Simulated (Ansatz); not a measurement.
Runs of Ansatz 0.2.0 on BeTe. It takes space group F-43m (No. 216, cubic). The conventional cell has a = 5.540 Å, b = 5.540 Å, c = 5.540 Å, α = 90.00°, β = 90.00°, γ = 90.00°. Te (site symmetry -43m) has 4 Be at 2.40 Å as nearest neighbours. Be (site symmetry -43m) has 4 Te at 2.40 Å as nearest neighbours. 

```tsv
task	level	k mesh	cutoff (eV)	smearing	basis error allowed	gap on the mesh (eV)	pressure (GPa)
single point	PBE	8 × 8 × 8	227	gaussian 0.013 eV	0.001 eV/atom	1.86	4.3
elastic constants	PBEsol	6 × 6 × 6	247	fermi-dirac 0.05 eV	0.001 eV/atom	1.75	(a)
single point	PBE	8 × 8 × 8	227	gaussian 0.021 eV	0.001 eV/atom	1.86	4.3
single point	PBE	8 × 8 × 8	227	gaussian 0.015 eV	0.001 eV/atom	1.86	4.3
single point	PBE	5 × 5 × 5	205	fermi-dirac 0.04 eV	0.002 eV/atom	1.98	4.4
```

Alike in all rows: potentials or basis all-electron LAPW, scalar-relativistic; no spin polarisation; cell as given.

**Question.** Estimate the missing entries.

**Answer.** (a) 2.3.

Caveats: spin-orbit coupling is left out, which moves the levels of the heavy elements; an odd mesh through Γ misses points on the zone boundary, where band edges often lie (some runs).

A k mesh can miss the band edges, and the runs leave out spin-orbit coupling on Te.
